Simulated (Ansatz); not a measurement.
Crystal: EuO.

```
Eu O
1.0
     0.00000    2.57195    2.57195
     2.57195    0.00000    2.57195
     2.57195    2.57195    0.00000
Eu O
1 1
Direct
  0.00000 0.00000 0.00000
  0.50000 0.50000 0.50000
```

Base run:

- Program: Ansatz 0.2.0
- Functional: PBEsol
- Potentials or basis: all-electron LAPW, scalar-relativistic
- Cutoff: 291 eV (chosen from the basis error)
- Basis error allowed: 0.001 eV/atom
- k mesh: 9 × 9 × 9
- Occupations: fermi-dirac, width 0.05 eV
- Spin: collinear spin, ferromagnetic start
- Starting moments: [7.0, 0.0] μB

Its results: pressure -9.0 GPa; net moment 6.97 μB per cell; site moments Eu +6.83; O -0.09 μB.

**Question.** The run is repeated on the same cell with these changes: potentials or basis from all-electron LAPW, scalar-relativistic to all-electron LAPW, non-relativistic. What comes out?

**Answer.** Pressure 0.8 GPa; net moment 7.00 μB per cell; site moments Eu +6.96; O -0.07 μB.

Caveats: an open f shell can end in a state above the lowest; a cell with one magnetic atom can't hold antiferromagnetic order, which such compounds often take; relativity is left out, which matters for the heavier elements (some runs).

The runs don't all hold the same shells in valence.
